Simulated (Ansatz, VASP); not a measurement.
**Ag in VASP and in Ansatz**

```
CELL_PARAMETERS angstrom
0.00000 2.04310 2.04310
2.04310 0.00000 2.04310
2.04310 2.04310 0.00000
ATOMIC_POSITIONS crystal
Ag 0.00000 0.00000 0.00000
```

Alike in both runs: task electric field gradients; functional PBEsol; k mesh 15 × 15 × 15; occupations fermi-dirac, width 0.03 eV; no spin polarisation.

|  | VASP | Ansatz |
| --- | --- | --- |
| version | VASP 6.6.1 | Ansatz 0.2.0 |
| potentials or method | VASP PAW PBE potentials, release 64 (Ag) | PAW with Ansatz's default frozen-core files, scalar-relativistic |
| plane-wave cutoff (eV) | 520 | 420 |
| valence electrons in the cell | 11 | 19 |

VASP gave:

* pressure (GPa): -2.9
* Vzz of the field gradient on the site that differs most (V/Å²): 0.0

Task: Estimate Ansatz's values.

Result: Pressure (GPa): -2.8; Vzz of the field gradient on the site that differs most (V/Å²): 0.0.

The two sets of potentials don't hold the same shells in valence. Ansatz warned: «gradients_without_spin_orbit».

Caveats: the PAW data sets were made with another functional, which shifts forces and pressure a little (VASP).
